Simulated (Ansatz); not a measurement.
## Elastic constants of C at 22 GPa (stress–strain coefficients): input and output

All numbers below come from Ansatz, DFT PBEsol, scalar-relativistic, plane waves, PAW.

Launched with:
```bash
ansatz run input.yaml --threads 1 --pin off --max-ram 3072MiB --backend cpu --events-out ev --progress --plain --runs-dir out
```

Input (bare energies are in eV):
```yaml
crystal:
  lattice:
    - [2.4210828919, 0.0, 0.0]
    - [-1.2105414459, 2.096719289, 0.0]
    - [0.0, 0.0, 2.8798639153]
  atoms:
    - { symbol: C, position: [0.3333333333, 0.6666666667, 0.0] }
    - { symbol: C, position: [0.6666666667, 0.3333333333, 0.0] }
basis:
  ecutwfc: 420
kpoints:
  mp_grid: { grid: [18, 18, 12] }
hamiltonian:
  xc: pbesol
scf:
  occupations: { method: fermi_dirac, width: 0.15 }
output:
  forces: true
  stress: true
  eigenvalues: true
elastic:
  mode: relaxed_ion
  amplitude: 0.005
```

From the output:
```
--- Elastic constants: 3 strain directions × 4 members + reference (group order 24) ---
  dense FFT box of the reference and of every strained cell: 18×18×20
  strains applied: 11, 33, 23; error gains: componentwise 1.00 (the most a stress slope's error grows in a printed constant), spectral 1.41 (1 for all six strains in a standard setting)
  C = ∂σ_k/∂η_j (tension-positive GPa; Voigt order 11 22 33 23 13 12):
      1352.450    309.488     13.698      0.000      0.000      0.000
       309.488   1352.450     13.698      0.000      0.000      0.000
        13.837     13.837    185.349      0.000      0.000      0.000
         0.000      0.000      0.000    -25.059     -0.000      0.000
         0.000      0.000      0.000     -0.000    -25.059      0.000
         0.000     -0.000     -0.000      0.000      0.000    521.481
  reference stress σ⁰ (GPa):    -22.000    -22.000    -21.999     -0.000     -0.000     -0.000
  C* (energy form; C + prestress term) asymmetry max|C*_kj − C*_jk| = 1.406e-1 GPa — a small one proves nothing (zero by symmetry where the batch's group is 432, −43m or m−3m); a large one is finite-difference/SCF noise where every solve ...
  moduli (Voigt/Reuss/Hill, GPa): K = 396.03/155.58/275.80   G = 264.49/-73.26/95.61   E = 257.13   ν = 0.345
  mechanically stable: NO (min eigenvalue of sym C = -25.06 GPa)
  the cell is mechanically unstable, and its weakest contacts join parallel layers: if it is meant as a slab among its images, read the layer's verdict in place of the crystal's
  the layer in its plane, per area (N/m: the tensor there times 2.8799 Å, the cell's volume per area; the error gains are the tensor's), 1 along (1.000, -0.000, 0.000), 2 along (0.000, 1.000, 0.000):
    C11 = 389.49   C22 = 389.49   C12 = 89.13   C66 = 150.18   C16 = 0.00   C26 = -0.00
  moduli of the layer (Voigt/Reuss/Hill, N/m): K = 239.31/239.31/239.31   G = 150.18/150.18/150.18   E = 369.09   ν = 0.229
  mechanically stable in its plane: yes (min eigenvalue of those constants = 150.18 N/m; a buckling out of the plane is not judged)
  the stresses are not corrected for the forces that the relaxations left standing (`elastic.f_tol`)
  strain η (Voigt 11):  stress-route row diagonal C_11 = 1352.45 GPa, energy-path curvature d²(F+E_count+ΔE)/dδ²/Ω₀ = 1352.52 GPa
    cells at ±δ against ±2δ: C11 1352.53 and 1352.77 GPa, apart by 0.02 % of the column's largest entry
         δ    σ_11 (GPa) F (eV) n_scf n_hpsi n_pw
    -1.000e-2     -35.8792        -493.1279211       8  101924    294   relax 4 steps, max|allowed force component| 3.83e-7 eV/Å
    -5.000e-3     -28.8504        -493.1426704       8  101989    294   relax 3 steps, max|allowed force component| 2.09e-6 eV/Å
     5.000e-3     -15.3250        -493.1627622       8  101762    298   relax 3 steps, max|allowed force component| 2.86e-6 eV/Å
     1.000e-2      -8.8237        -493.1682632      11  118577    300   relax 3 steps, max|allowed force component| 4.53e-6 eV/Å
  strain η (Voigt 33):  stress-route row diagonal C_33 = 185.35 GPa, energy-path curvature d²(F+E_count+ΔE)/dδ²/Ω₀ = 185.07 GPa
    cells at ±δ against ±2δ: C33 185.08 and 184.28 GPa, apart by 0.43 % of the column's largest entry
         δ    σ_33 (GPa) F (eV) n_scf n_hpsi n_pw
    -1.000e-2     -23.8692        -493.1333208       6   40954    294   relax 0 steps, max|allowed force component| 1.11e-16 eV/Å
    -5.000e-3     -22.9278        -493.1440106       4   35883    294   relax 0 steps, max|allowed force component| 5.00e-16 eV/Å
     5.000e-3     -21.0770        -493.1640403       4   36703    296   relax 0 steps, max|allowed force component| 5.18e-16 eV/Å
     1.000e-2     -20.1835        -493.1735009       5   37299    298   relax 0 steps, max|allowed force component| 2.59e-16 eV/Å
  strain η (Voigt 23):  stress-route row diagonal C_44 = -25.06 GPa, energy-path curvature d²(F+E_count+ΔE)/dδ²/Ω₀ = -14.16 GPa
    cells at ±δ against ±2δ: C44 -25.07 and -25.11 GPa, apart by 0.17 % of the column's largest entry
         δ    σ_23 (GPa) F (eV) n_scf n_hpsi n_pw
    -1.000e-2       0.2511        -493.1543282       8  165927    295   relax 2 steps, max|allowed force component| 3.67e-5 eV/Å
    -5.000e-3       0.1254        -493.1542777       7  157965    295   relax 1 steps, max|allowed force component| 2.05e-5 eV/Å
     5.000e-3      -0.1254        -493.1542777       7  158004    295   relax 1 steps, max|allowed force component| 2.05e-5 eV/Å
     1.000e-2      -0.2511        -493.1543282       8  165886    295   relax 2 steps, max|allowed force component| 3.67e-5 eV/Å
```

It took 3.6 min on 1 thread of Intel(R) Xeon(R) Platinum 8259CL CPU @ 2.50GHz (Skylake/Cascade Lake) (shared host), peak memory 0.49 GiB.

In a metal, frequencies and elastic constants depend on the k mesh and the smearing, soft modes and shear constants most. The crystal is built of layers and no dispersion correction was added, so the binding between them is poorly described, and with it their spacing and whatever depends on it.

As the tensor has a negative eigenvalue, the Reuss and Hill moduli of a polycrystal, and E and ν formed from them, have no physical meaning here.

The least eigenvalue is -25.1 GPa; in a metal on this mesh the verdict on stability isn't firm within about 20 GPa or a tenth of the bulk modulus.

This form isn't the element's structure at ambient conditions.